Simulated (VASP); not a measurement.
# BaTiO3 (Pm-3m) in VASP: notebook, part 2 of 2

VASP 6.6.1.

## (5) Single point, PBE

INCAR reads:

```
PREC = Accurate
ENCUT = 460
EDIFF = 1E-7
ISMEAR = 0
SIGMA = 0.01
LREAL = F
LASPH = T
NELM = 100
ALGO = Normal
ISIF = 2
LWAVE = F
LCHARG = F
GGA = PE
NBANDS = 28
ADDGRID = F
```

KPOINTS reads:

```
regular mesh
0
Gamma
  4 4 4
```

POSCAR reads:

```
BaTiO3
1.0
    4.0060000000      0.0000000000      0.0000000000
    0.0000000000      4.0060000000      0.0000000000
    0.0000000000      0.0000000000      4.0060000000
Ba Ti O
1 1 3
Direct
    0.5000000000      0.5000000000      0.5000000000
    0.0000000000      0.0000000000      0.0000000000
    0.0000000000      0.0000000000      0.5000000000
    0.0000000000      0.5000000000      0.0000000000
    0.5000000000      0.0000000000      0.0000000000
```

Potentials or basis: VASP PAW PBE potentials, release 64 (Ba_sv, Ti_sv, O).

Run with:

```bash
cat potpaw_PBE.64/Ba_sv/POTCAR potpaw_PBE.64/Ti_sv/POTCAR potpaw_PBE.64/O/POTCAR > POTCAR
mpirun -np 1 vasp_std > vasp.out
```

OUTCAR:

```text
PREC = Accurate
   ENCUT = 460
   EDIFF = 1E-7
   ISMEAR = 0
   LREAL = F
   LASPH = T
   NELM = 100
   ISIF = 2
   GGA = PE

 Found     10 irreducible k-points:

 Following reciprocal coordinates:
            Coordinates               Weight
  0.000000  0.000000  0.000000      1.000000
  0.250000  0.000000  0.000000      6.000000
  0.500000  0.000000  0.000000      3.000000
  0.250000  0.250000  0.000000     12.000000
  0.500000  0.250000  0.000000     12.000000
  0.500000  0.500000  0.000000      3.000000
   k-points           NKPTS =     10   k-points in BZ     NKDIM =     10   number of bands    NBANDS=     28
   number of dos      NEDOS =    301   number of ions     NIONS =      5
   total plane-waves  NPLWV =  21952
   dimension x,y,z NGX =    28 NGY =   28 NGZ =   28
   dimension x,y,z NGXF=    56 NGYF=   56 NGZF=   56
   ions per type =               1   1   3
   NGX,Y,Z   is equivalent  to a cutoff of  11.62, 11.62, 11.62 a.u.
   NGXF,Y,Z  is equivalent  to a cutoff of  23.24, 23.24, 23.24 a.u.
 SYSTEM =  unknown system
   PREC   = accura    normal or accurate (medium, high low for compatibility)
   ISTART =      0    job   : 0-new  1-cont  2-samecut
   ICHARG =      2    charge: 1-file 2-atom 10-const
   ISPIN  =      1    spin polarized calculation?
   LNONCOLLINEAR =      F non collinear calculations
   LSORBIT =      F    spin-orbit coupling
   LASPH  =      T    aspherical Exc in radial PAW
   ENCUT  =  460.0 eV  33.81 Ry    5.81 a.u.   7.01  7.01  7.01*2*pi/ulx,y,z
   NELM   =    100;   NELMIN=  2; NELMDL= -5     # of ELM steps
   EDIFF  = 0.1E-06   stopping-criterion for ELM
   LREAL  =      F    real-space projection
   EDIFFG = 0.1E-05   stopping-criterion for IOM
   NSW    =      0    number of steps for IOM
   IBRION =     -1    ionic relax: 0-MD 1-quasi-New 2-CG
   NFREE  =      0    steps in history (QN), initial steepest desc. (CG)
   ISIF   =      2    stress and relaxation
   ISYM   =      2    0-nonsym 1-usesym 2-fastsym
   POTIM  = 0.5000    time-step for ionic-motion
   TEBEG  =    0.0;   TEEND  =   0.0 temperature during run
   PSTRESS=    0.0 pullay stress
   NELECT =      40.0000    total number of electrons
   NUPDOWN=      -1.0000    fix difference up-down
   EMIN   =  10.00;   EMAX   =-10.00  energy-range for DOS
   EFERMI =   0.00;   METHOD = LEGACY
   ISMEAR =     0;   SIGMA  =   0.01  broadening in eV -4-tet -1-fermi 0-gaus
   EFERMI_NEDOS =   21; number of points for ismear=-14 and -15
   IALGO  =     38    algorithm
   IMIX   =      4    mixing-type and parameters
     AMIX     =   0.40;   BMIX     =  1.00
     AMIX_MAG =   1.60;   BMIX_MAG =  1.00
  volume/ion in A,a.u.               =      12.86        86.77
  Fermi-wavevector in a.u.,A,eV,Ry     =   1.397603  2.641087 26.576187  1.953295
  Thomas-Fermi vector in A             =   2.520843
   LORBIT       =      0    0 simple, 1 ext, 2 COOP (PROOUT), +10 PAW based schemes
   GGA     = PE    functional components
   LHFCALC =     F    Hartree Fock is set to
   AEXX    =    0.0000 exact exchange contribution
   IVDW    =     0    specifies the selected vdW correction
   LEPSILON=     F    determine dielectric tensor
   LRPA    =     F    only Hartree local field effects (RPA)
 non-spin polarized calculation
 Gauss-broadening in eV      SIGMA  =   0.01
  energy-cutoff  :      460.00
  volume of cell :       64.29
 maximum number of plane-waves:      1472
   NGX = 15   NGY = 15   NGZ = 15

 number of electron      40.0000032 magnetization

 Free energy of the ion-electron system (eV)
  ---------------------------------------------------
  ext. energy  EPLUGINS =         0.00000000
  ---------------------------------------------------
  free energy    TOTEN  =       -39.96199447 eV

  energy without entropy =      -39.96199447  energy(sigma->0) =      -39.96199447

 E-fermi :   3.9460     XC(G=0): -11.2461

 val. band max:        3.8169258794   @ k =   0.5000   0.5000   0.5000
 cond. band min:       5.5388786546   @ k =   0.0000   0.0000   0.0000
 fundamental gap:      1.7219527752
 Fermi energy:         3.9460122215

 k-point     1 :       0.0000    0.0000    0.0000
  band No.  band energies     occupation
      1     -52.8559      2.00000
      2     -29.0657      2.00000
      3     -29.0657      2.00000
      4     -29.0657      2.00000
      5     -21.0048      2.00000
      6     -13.0684      2.00000
[... 20 lines left out ...]
     27       8.8635      0.00000
     28      11.1694      0.00000
[... 125 lines left out ...]
 k-point     6 :       0.5000    0.5000    0.0000
  band No.  band energies     occupation
      1     -52.8540      2.00000
      2     -29.1138      2.00000
      3     -29.1138      2.00000
      4     -29.0619      2.00000
      5     -20.8110      2.00000
      6     -12.7105      2.00000
[... 20 lines left out ...]
     27      12.0196      0.00000
     28      13.6699      0.00000

 [... further k-points ...]
[... 5 lines left out ...]
  --------------------------------------------------------------------------------------
  -------------------------------------------------------------------------------------
  Total        1.0702529      1.0702529      1.0702529      0.0000000     -0.0000000     -0.0000000
  in kB       26.6725273     26.6725273     26.6725273      0.0000000     -0.0000000     -0.0000000
  external PRESSURE =      26.6725273 kB  Pullay stress =       0.0000000 kB

 VOLUME and BASIS-vectors are now :
 -----------------------------------------------------------------------------
  energy-cutoff  :      460.00
  volume of cell :       64.29
      direct lattice vectors                 reciprocal lattice vectors
     4.006000000  0.000000000  0.000000000     0.249625562  0.000000000  0.000000000
     0.000000000  4.006000000  0.000000000     0.000000000  0.249625562  0.000000000
     0.000000000  0.000000000  4.006000000     0.000000000  0.000000000  0.249625562

 POSITION                                       TOTAL-FORCE (eV/Angst)
 -----------------------------------------------------------------------------------
      2.00300      2.00300      2.00300         0.000000      0.000000      0.000000
      0.00000      0.00000      0.00000         0.000000      0.000000      0.000000
      0.00000      0.00000      2.00300         0.000000      0.000000      0.000000
      0.00000      2.00300      0.00000         0.000000      0.000000      0.000000
      2.00300      0.00000      0.00000         0.000000      0.000000      0.000000
 -----------------------------------------------------------------------------------
    total drift:                               -0.000000      0.000000     -0.000000

  FREE ENERGIE OF THE ION-ELECTRON SYSTEM (eV)
  ---------------------------------------------------
  free  energy   TOTEN  =       -39.9619944740 eV

  energy  without entropy=      -39.9619944740  energy(sigma->0) =      -39.96199447
```

stdout:

```text
POSCAR found type information on POSCAR BaTiO
 POSCAR found :  3 types and       5 ions
 scaLAPACK will be used
 LDA part: xc-table for (Slater+PW92), standard interpolation
 POSCAR, INCAR and KPOINTS ok, starting setup
 FFT: planning ... GRIDC
 FFT: planning ... GRID_SOFT
 FFT: planning ... GRID
 WAVECAR not read
 entering main loop
```

It took 9.4 s on 1 thread of Intel Xeon 6975P-C (Granite Rapids), shared host; peak memory 0.16 GiB.

These settings aren't checked as converged: the numbers below hold their error.

Results:

```
Free energy            : -39.9620 eV
Pressure               : 2.7 GPa
Band gap on the k mesh : 1.72 eV, indirect (least direct gap 1.87 eV)
```

Caveat: the cutoff is under 1.25 times the usual one of these potentials, so pressure, stress and relaxed cells hold a basis-set (Pulay) error; spin-orbit coupling is left out, which moves the levels of the heavy elements.

## (6) Single point, PBE

Edit INCAR of step 5 so:

```diff
@@ -1,2 +1,2 @@
-PREC = Accurate
+PREC = Normal
 ENCUT = 460
@@ -4,3 +4,3 @@
 ISMEAR = 0
-SIGMA = 0.01
+SIGMA = 0.05
 LREAL = F
```

KPOINTS is that of step 5.

POSCAR is that of step 5.

Potentials or basis: VASP PAW PBE potentials, release 64 (Ba_sv, Ti_sv, O).

Run with:

```bash
cat potpaw_PBE.64/Ba_sv/POTCAR potpaw_PBE.64/Ti_sv/POTCAR potpaw_PBE.64/O/POTCAR > POTCAR
mpirun -np 1 vasp_std > vasp.out
```

OUTCAR:

```text
PREC = Normal
   ENCUT = 460
   EDIFF = 1E-7
   ISMEAR = 0
   LREAL = F
   LASPH = T
   NELM = 100
   ISIF = 2
   GGA = PE

 Found     10 irreducible k-points:

 Following reciprocal coordinates:
            Coordinates               Weight
  0.000000  0.000000  0.000000      1.000000
  0.250000  0.000000  0.000000      6.000000
  0.500000  0.000000  0.000000      3.000000
  0.250000  0.250000  0.000000     12.000000
  0.500000  0.250000  0.000000     12.000000
  0.500000  0.500000  0.000000      3.000000
[... 260 lines left out ...]
 [... further k-points ...]
[... 5 lines left out ...]
  --------------------------------------------------------------------------------------
  -------------------------------------------------------------------------------------
  Total        1.0723508      1.0723508      1.0723508      0.0000000      0.0000000      0.0000000
  in kB       26.7248095     26.7248095     26.7248095      0.0000000      0.0000000      0.0000000
  external PRESSURE =      26.7248095 kB  Pullay stress =       0.0000000 kB

 VOLUME and BASIS-vectors are now :
 -----------------------------------------------------------------------------
  energy-cutoff  :      460.00
  volume of cell :       64.29
      direct lattice vectors                 reciprocal lattice vectors
     4.006000000  0.000000000  0.000000000     0.249625562  0.000000000  0.000000000
     0.000000000  4.006000000  0.000000000     0.000000000  0.249625562  0.000000000
     0.000000000  0.000000000  4.006000000     0.000000000  0.000000000  0.249625562

 POSITION                                       TOTAL-FORCE (eV/Angst)
 -----------------------------------------------------------------------------------
      2.00300      2.00300      2.00300         0.000000      0.000000      0.000000
      0.00000      0.00000      0.00000         0.000000      0.000000      0.000000
      0.00000      0.00000      2.00300         0.000000      0.000000      0.000000
      0.00000      2.00300      0.00000         0.000000      0.000000      0.000000
      2.00300      0.00000      0.00000         0.000000      0.000000      0.000000
 -----------------------------------------------------------------------------------
    total drift:                                0.000000      0.000000     -0.000000

  FREE ENERGIE OF THE ION-ELECTRON SYSTEM (eV)
  ---------------------------------------------------
  free  energy   TOTEN  =       -39.9619663394 eV

  energy  without entropy=      -39.9619663394  energy(sigma->0) =      -39.96196634
```

stdout:

```text
POSCAR found type information on POSCAR BaTiO
 POSCAR found :  3 types and       5 ions
 scaLAPACK will be used
 LDA part: xc-table for (Slater+PW92), standard interpolation
 POSCAR, INCAR and KPOINTS ok, starting setup
 FFT: planning ... GRIDC
 FFT: planning ... GRID_SOFT
 FFT: planning ... GRID
 WAVECAR not read
 entering main loop
```

It took 6.4 s on 1 thread of Intel Xeon 6975P-C (Granite Rapids), shared host; peak memory 0.14 GiB.

These settings aren't checked as converged: the numbers below hold their error.

Results:

```
Free energy            : -39.9620 eV
Pressure               : 2.7 GPa
Band gap on the k mesh : 1.72 eV, indirect (least direct gap 1.87 eV)
```

Caveat: the cutoff is under 1.25 times the usual one of these potentials, so pressure, stress and relaxed cells hold a basis-set (Pulay) error; spin-orbit coupling is left out, which moves the levels of the heavy elements.
